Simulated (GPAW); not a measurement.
The system is BP.

```
P B
1.0
     0.00000    2.26900    2.26900
     2.26900    0.00000    2.26900
     2.26900    2.26900    0.00000
P B
1 1
Cartesian
  1.1345 1.1345 1.1345
  0.0000 0.0000 0.0000
```

Base run:

| Quantity | Value |
| --- | --- |
| Program | GPAW 26.7.0 |
| Functional | revTPSS |
| Potentials or basis | GPAW PAW data sets (gpaw-data 1.2.1) |
| Cutoff | 800 eV |
| Basis | pw |
| k mesh | 10 × 10 × 10 |
| Occupations | fermi-dirac, width 0.05 eV |
| Spin | no spin polarisation |

Its results: band gap on the k mesh 1.18 eV, indirect (least direct gap 3.54 eV); pressure -0.4 GPa.

Task: The run is repeated on the same cell with these changes: functional from revTPSS to SCAN. What comes out?

Result: Band gap on the k mesh 1.53 eV, indirect (least direct gap 3.78 eV); pressure -1.2 GPa.

Caveats: the PAW data sets were made with another functional, which shifts forces and pressure a little.

Not every run made on this cell is shown here.
